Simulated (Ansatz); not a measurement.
The system is W.

```
W
1.0
     0.00000    2.03000    2.03000
     2.03000    0.00000    2.03000
     2.03000    2.03000    0.00000
W
1
Direct
  0.00000 0.00000 0.00000
```

This isn't the form of W at room conditions, which is bcc.

Base run:

```yaml
Program: Ansatz 0.2.0
Functional: PBEsol
Potentials_or_basis: Ansatz PAW
Cutoff: 420 eV
Density_cutoff: 1680 eV
k_mesh: 8 × 8 × 8
Occupations: fermi-dirac, width 0.05 eV
Spin: spin-orbit coupling, no magnetisation
```

Its results: band gap on the k mesh none (metal or under the smearing width); pressure -11.9 GPa.

Question: The run is repeated on the same cell with these changes: functional from PBEsol to LDA. What comes out?

Answer: Band gap on the k mesh none (metal or under the smearing width); pressure -16.9 GPa.

LDA binds more tightly than PBEsol, so the same cell stands under less pressure.

Caveats: the PAW data sets come from PBE, with cores solved anew for the run's functional, which leaves a small shift of forces and pressure; so large a pressure means that the cell lies far from this level's equilibrium, or that cutoff or potentials fall short (some runs).

Not every run made on this cell is shown here.
